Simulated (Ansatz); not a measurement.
**BP: strain energy, fitted**

BP, F-43m, a = 4.520 Å. Ansatz: PBEsol, PAW, 420 eV, Γ-centred 8×8×6 mesh on 4 atoms, Gaussian smearing 0.02 eV; no spin polarisation. Series: uniaxial strain along a, with b, c and atoms relaxed; x is the strain in per cent. The axes a, b, c are those of the computed cell (3.196, 3.196, 4.520 Å), along [1 1 0], [-1 1 0], [0 0 1] of the cell named above. y is the free energy over the unstrained cell, V0 = 11.545 Å³/atom.

| x (%) | y (meV/atom) |
| --- | --- |
| -4.5 | 30.63 |
| -3.0 | 13.24 |
| -1.5 | 3.23 |
| 0.0 | 0.00 |
| 1.5 | ? |
| 3.0 | 11.64 |
| 4.5 | 25.43 |

Fit y = c2 x² + c3 x³ to the other rows, turn c2 into a modulus, and predict the missing energy.

Least squares on the rows shown. y = 1.3839 x² − 0.028624 x³. In eV per unit strain² c2 is 13.84; this is Young's modulus along the axis (E = ½ Y V0 ε²): 2 × 13.84 × 160.2 / (11.545) = 384 GPa. At x = 1.5 the fit asked for gives 3.02 meV/atom. The run gave 2.99 meV/atom, so the fit is 0.03 meV/atom too high, within twice the rms miss on the fitted rows (0.02 meV/atom).